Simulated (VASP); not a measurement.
# BN (F-43m) in VASP: settings compared

BN is run at these levels: r2SCAN, r2SCAN+D4; tasks: single point.

Everything below comes from runs of VASP 6.6.1. Logs are shortened: lines on timing, memory, paths and dates and some standing lists are left out, and cuts for length are marked.

**What was measured.**

From a printed reference work, monograph, for a bulk crystal of BN at 300 K: band gap 6.4 eV (indirect).

The results are compared with them further down.

## Step 1: The cell of the first run

Symmetry: F-43m, No. 216, cubic system. Conventional cell: a = 3.610 Å, b = 3.610 Å, c = 3.610 Å, α = 90.00°, β = 90.00°, γ = 90.00°. Within 2.1 Å of B (site symmetry -43m) lie 4 N at 1.56 Å. Within 2.1 Å of N (site symmetry -43m) lie 4 B at 1.56 Å.

## Step 2: Single point, r2SCAN

POSCAR

```
BN
1.0
    0.0000000000      1.8048245542      1.8048245542
    1.8048245542      0.0000000000      1.8048245542
    1.8048245542      1.8048245542      0.0000000000
B N
1 1
Direct
    0.0000000000      0.0000000000      0.0000000000
    0.2500000000      0.2500000000      0.2500000000
```

INCAR.step1

```
ALGO = Normal ; EDIFF = 1E-5
ENCUT = 1460 ; GGA = PE
GGA_COMPAT = F ; ISMEAR = 0
LASPH = T ; LCHARG = F
LREAL = F ; LWAVE = T
NBANDS = 11 ; NELM = 120
PREC = Accurate ; SIGMA = 0.5
```

INCAR.step2

```
ALGO = Normal ; EDIFF = 1E-6
ENCUT = 1460 ; GGA_COMPAT = F
ISIF = 2 ; ISMEAR = 0
ISTART = 1 ; LASPH = T
LCHARG = F ; LMIXTAU = T
LREAL = F ; LWAVE = F
METAGGA = R2SCAN ; NBANDS = 11
NELM = 120 ; PREC = Accurate
SIGMA = 0.5
```

KPOINTS

```
k-points
0
Gamma
  8 8 8
```

Potentials or basis: VASP PAW PBE potentials, release 64 (B_h, N_h).

Run with:

```
> cat potpaw_PBE.64/B_h/POTCAR potpaw_PBE.64/N_h/POTCAR > POTCAR
> cp INCAR.step1 INCAR
> mpirun -np 1 vasp_std > vasp.out
> cp INCAR.step2 INCAR
> mpirun -np 1 vasp_std > vasp.out
```

OUTCAR:

```text
EDIFF = 1E-6
   ENCUT = 1460
   ISIF = 2
   ISMEAR = 0
   ISTART = 1
   LASPH = T
   LREAL = F
   METAGGA = R2SCAN
   NELM = 120
   PREC = Accurate

 ion  position               nearest neighbor table
   1  0.000  0.000  0.000-
   2  0.250  0.250  0.250-

  LATTYP: Found a face centered cubic cell.
 ALAT       =     3.6096491084

  Lattice vectors:

 A1 = (   0.0000000000,   1.8048245542,   1.8048245542)
 A2 = (   1.8048245542,   0.0000000000,   1.8048245542)
 A3 = (   1.8048245542,   1.8048245542,   0.0000000000)

Analysis of symmetry for initial positions (statically):
=====================================================================
 Subroutine PRICEL returns:
 Original cell was already a primitive cell.

 Routine SETGRP: Setting up the symmetry group for a
 face centered cubic supercell.

 Subroutine GETGRP returns: Found 24 space group operations
 (whereof 24 operations were pure point group operations)
 out of a pool of 48 trial point group operations.

The static configuration has the point symmetry T_d .

Analysis of symmetry for dynamics (positions and initial velocities):
=====================================================================
 Subroutine PRICEL returns:
 Original cell was already a primitive cell.

 Routine SETGRP: Setting up the symmetry group for a
 face centered cubic supercell.

 Subroutine GETGRP returns: Found 24 space group operations
 (whereof 24 operations were pure point group operations)
 out of a pool of 48 trial point group operations.

The dynamic configuration has the point symmetry T_d .

 Subroutine INISYM returns: Found 24 space group operations
 (whereof 24 operations are pure point group operations),
 and found     1 'primitive' translations

----------------------------------------------------------------------------------------

                                     Primitive cell

  volume of cell :      11.7580

  direct lattice vectors                    reciprocal lattice vectors
     0.000000000  1.804824554  1.804824554    -0.277035238  0.277035238  0.277035238
     1.804824554  0.000000000  1.804824554     0.277035238 -0.277035238  0.277035238
     1.804824554  1.804824554  0.000000000     0.277035238  0.277035238 -0.277035238

  length of vectors
     2.552407362  2.552407362  2.552407362     0.479839108  0.479839108  0.479839108

  position of ions in fractional coordinates (direct lattice)
     0.000000000  0.000000000  0.000000000
     0.250000000  0.250000000  0.250000000

  ion indices of the primitive-cell ions
   primitive index   ion index
                 1           1
                 2           2

----------------------------------------------------------------------------------------

 KPOINTS: k-points

Automatic generation of k-mesh.
 Grid dimensions read from file:
 generate k-points for:    8    8    8

 Generating k-lattice:

  Cartesian coordinates                     Fractional coordinates (reciprocal lattice)
    -0.034629405  0.034629405  0.034629405     0.125000000  0.000000000  0.000000000
     0.034629405 -0.034629405  0.034629405     0.000000000  0.125000000  0.000000000
     0.034629405  0.034629405 -0.034629405     0.000000000  0.000000000  0.125000000

  Length of vectors
     0.059979888  0.059979888  0.059979888

  Shift w.r.t. Gamma in fractional coordinates (k-lattice)
     0.000000000  0.000000000  0.000000000

 Subroutine IBZKPT returns following result:
 ===========================================

 Found     29 irreducible k-points:

 Following reciprocal coordinates:
            Coordinates               Weight
  0.000000  0.000000  0.000000      1.000000
  0.125000  0.000000  0.000000      8.000000
  0.250000  0.000000  0.000000      8.000000
  0.375000  0.000000  0.000000      8.000000
  0.500000  0.000000  0.000000      4.000000
  0.125000  0.125000  0.000000      6.000000
[... 16 lines left out ...]
  0.500000  0.250000  0.125000     48.000000
 -0.375000  0.250000  0.125000     24.000000
 [... further k-points ...]
   k-points           NKPTS =     29   k-points in BZ     NKDIM =     29   number of bands    NBANDS=     11
   number of dos      NEDOS =    301   number of ions     NIONS =      2
   total plane-waves  NPLWV =  32768
   dimension x,y,z NGX =    32 NGY =   32 NGZ =   32
   dimension x,y,z NGXF=    64 NGYF=   64 NGZF=   64
   ions per type =               1   1
   NGX,Y,Z   is equivalent  to a cutoff of  20.84, 20.84, 20.84 a.u.
   NGXF,Y,Z  is equivalent  to a cutoff of  41.69, 41.69, 41.69 a.u.
 SYSTEM =  unknown system
   PREC   = accura    normal or accurate (medium, high low for compatibility)
   ISTART =      1    job   : 0-new  1-cont  2-samecut
   ICHARG =      0    charge: 1-file 2-atom 10-const
   ISPIN  =      1    spin polarized calculation?
   LNONCOLLINEAR =      F non collinear calculations
   LSORBIT =      F    spin-orbit coupling
   LASPH  =      T    aspherical Exc in radial PAW
   ENCUT  = 1460.0 eV 107.31 Ry   10.36 a.u.   7.95  7.95  7.95*2*pi/ulx,y,z
   NELM   =    120;   NELMIN=  2; NELMDL=  0     # of ELM steps
   EDIFF  = 0.1E-05   stopping-criterion for ELM
   LREAL  =      F    real-space projection
   EDIFFG = 0.1E-04   stopping-criterion for IOM
   NSW    =      0    number of steps for IOM
   IBRION =     -1    ionic relax: 0-MD 1-quasi-New 2-CG
   NFREE  =      0    steps in history (QN), initial steepest desc. (CG)
   ISIF   =      2    stress and relaxation
   ISYM   =      2    0-nonsym 1-usesym 2-fastsym
   POTIM  = 0.5000    time-step for ionic-motion
   TEBEG  =    0.0;   TEEND  =   0.0 temperature during run
   PSTRESS=    0.0 pullay stress
   NELECT =       8.0000    total number of electrons
   NUPDOWN=      -1.0000    fix difference up-down
   EMIN   =  10.00;   EMAX   =-10.00  energy-range for DOS
   EFERMI =   0.00;   METHOD = LEGACY
   ISMEAR =     0;   SIGMA  =   0.50  broadening in eV -4-tet -1-fermi 0-gaus
   EFERMI_NEDOS =   21; number of points for ismear=-14 and -15
   IALGO  =     38    algorithm
   IMIX   =      4    mixing-type and parameters
     AMIX     =   0.40;   BMIX     =  1.00
     AMIX_MAG =   1.60;   BMIX_MAG =  1.00
  volume/ion in A,a.u.               =       5.88        39.67
  Fermi-wavevector in a.u.,A,eV,Ry     =   1.439881  2.720980 28.208365  2.073256
  Thomas-Fermi vector in A             =   2.558687
   LORBIT       =      0    0 simple, 1 ext, 2 COOP (PROOUT), +10 PAW based schemes
   METAGGA = R2SCAN    functional components
   LHFCALC =     F    Hartree Fock is set to
   AEXX    =    0.0000 exact exchange contribution
   IVDW    =     0    specifies the selected vdW correction
   LEPSILON=     F    determine dielectric tensor
   LRPA    =     F    only Hartree local field effects (RPA)
 non-spin polarized calculation
 Gauss-broadening in eV      SIGMA  =   0.50
  energy-cutoff  :     1460.00
  volume of cell :       11.76
 maximum number of plane-waves:      1524
   NGX = 15   NGY = 15   NGZ = 15

 number of electron       8.0000000 magnetization

 Free energy of the ion-electron system (eV)
  ---------------------------------------------------
  ext. energy  EPLUGINS =         0.00000000
  ---------------------------------------------------
  free energy    TOTEN  =       -19.20374124 eV

  energy without entropy =      -19.20374124  energy(sigma->0) =      -19.20374124

 E-fermi :  11.1528     XC(G=0): -13.7800

 val. band max:        8.9855423928   @ k =   0.0000   0.0000   0.0000
 cond. band min:      13.9834070325   @ k =   0.5000   0.5000   0.0000
 fundamental gap:      4.9978646397
 Fermi energy:        11.1528422579

 k-point     1 :       0.0000    0.0000    0.0000
  band No.  band energies     occupation
      1     -12.3488      2.00000
      2       8.9855      2.00000
      3       8.9855      2.00000
      4       8.9855      2.00000
      5      18.5571      0.00000
      6      18.5571      0.00000
      7      18.5571      0.00000
      8      20.1252      0.00000
      9      35.2146      0.00000
     10      37.7429      0.00000
     11      37.7429      0.00000

 k-point     2 :       0.1250    0.0000    0.0000
  band No.  band energies     occupation
      1     -11.9554      2.00000
      2       7.0243      2.00000
      3       8.5925      2.00000
      4       8.5925      2.00000
      5      18.9437      0.00000
      6      19.1581      0.00000
      7      19.1581      0.00000
      8      21.3739      0.00000
      9      34.7103      0.00000
     10      34.7103      0.00000
     11      34.7530      0.00000

 k-point     3 :       0.2500    0.0000    0.0000
  band No.  band energies     occupation
      1     -10.8165      2.00000
      2       3.2559      2.00000
      3       7.8154      2.00000
      4       7.8154      2.00000
      5      19.3784      0.00000
      6      20.1517      0.00000
      7      20.1517      0.00000
      8      23.5886      0.00000
      9      33.6534      0.00000
     10      33.6534      0.00000
     11      33.8547      0.00000

 k-point     4 :       0.3750    0.0000    0.0000
  band No.  band energies     occupation
      1      -9.1499      2.00000
      2      -0.3317      2.00000
      3       7.1931      2.00000
      4       7.1931      2.00000
      5      19.7091      0.00000
      6      20.5091      0.00000
      7      20.5091      0.00000
      8      25.0086      0.00000
      9      33.6775      0.00000
     10      35.3675      0.00000
     11      35.3675      0.00000
[... 239 lines left out ...]
 k-point    22 :       0.3750    0.2500    0.1250
  band No.  band energies     occupation
      1      -9.8473      2.00000
      2       3.0037      2.00000
      3       4.8851      2.00000
      4       6.8806      2.00000
      5      18.2920      0.00000
      6      21.7477      0.00000
      7      22.4665      0.00000
      8      23.3185      0.00000
      9      29.6578      0.00000
     10      36.1021      0.00000
     11      37.8477      0.00000

 k-point    23 :       0.5000    0.2500    0.1250
  band No.  band energies     occupation
      1      -8.2955      2.00000
      2       0.3990      2.00000
      3       4.0211      2.00000
      4       5.9221      2.00000
      5      19.1325      0.00000
      6      21.2075      0.00000
      7      23.6829      0.00000
      8      24.7191      0.00000
      9      30.3951      0.00000
     10      35.6210      0.00000
     11      38.0771      0.00000

 k-point    24 :      -0.3750    0.2500    0.1250
  band No.  band energies     occupation
      1      -7.3085      2.00000
      2      -1.0968      2.00000
      3       3.9361      2.00000
      4       5.4042      2.00000
      5      19.3342      0.00000
      6      20.9836      0.00000
      7      24.3993      0.00000
      8      25.9512      0.00000
      9      29.6840      0.00000
     10      36.3585      0.00000
     11      38.0294      0.00000

 [... further k-points ...]

------------------------ aborting loop because EDIFF is reached ----------------------------------------

  FORCE on cell =-STRESS in cart. coord.  units (eV):
  Direction    XX          YY          ZZ          XY          YZ          ZX
  --------------------------------------------------------------------------------------
  -------------------------------------------------------------------------------------
  Total       -0.0318536     -0.0318536     -0.0318536     -0.0000000      0.0000000      0.0000000
  in kB       -4.3404389     -4.3404389     -4.3404389     -0.0000000      0.0000000      0.0000000
  external PRESSURE =      -4.3404389 kB  Pullay stress =       0.0000000 kB

 VOLUME and BASIS-vectors are now :
 -----------------------------------------------------------------------------
  energy-cutoff  :     1460.00
  volume of cell :       11.76
      direct lattice vectors                 reciprocal lattice vectors
     0.000000000  1.804824554  1.804824554    -0.277035238  0.277035238  0.277035238
     1.804824554  0.000000000  1.804824554     0.277035238 -0.277035238  0.277035238
     1.804824554  1.804824554  0.000000000     0.277035238  0.277035238 -0.277035238

 POSITION                                       TOTAL-FORCE (eV/Angst)
 -----------------------------------------------------------------------------------
      0.00000      0.00000      0.00000         0.000000      0.000000      0.000000
      0.90241      0.90241      0.90241        -0.000000     -0.000000     -0.000000
 -----------------------------------------------------------------------------------
    total drift:                               -0.000000     -0.000000     -0.000000

  FREE ENERGIE OF THE ION-ELECTRON SYSTEM (eV)
  ---------------------------------------------------
  free  energy   TOTEN  =       -19.2037412368 eV

  energy  without entropy=      -19.2037412368  energy(sigma->0) =      -19.20374124
```

It took 1.9 min on 1 thread of AMD EPYC 7R43 (Zen 3), shared host; peak memory 0.14 GiB.

What came out:

* Free energy: -19.2037 eV
* Pressure: -0.4 GPa
* Band gap on the k mesh: 5.00 eV (least direct gap 9.57 eV)

Levels at points of the mesh, in eV from the valence-band top:
```csv
k point,band 2,band 3,band 4,band 5,band 6,band 7
"(0.00, 0.00, 0.00)",0.00,0.00,0.00,9.57,9.57,9.57
"(0.50, 0.00, 0.00)",-11.11,-2.02,-2.02,10.85,11.51,11.51
"(0.50, 0.50, 0.00)",-9.34,-5.11,-5.11,5.00,9.84,19.36
```

Caveat: so wide a smearing shifts energies and pressures; the PAW data sets were made with another functional, which shifts forces and pressure a little.

(Part 1 of 2 ends here.)
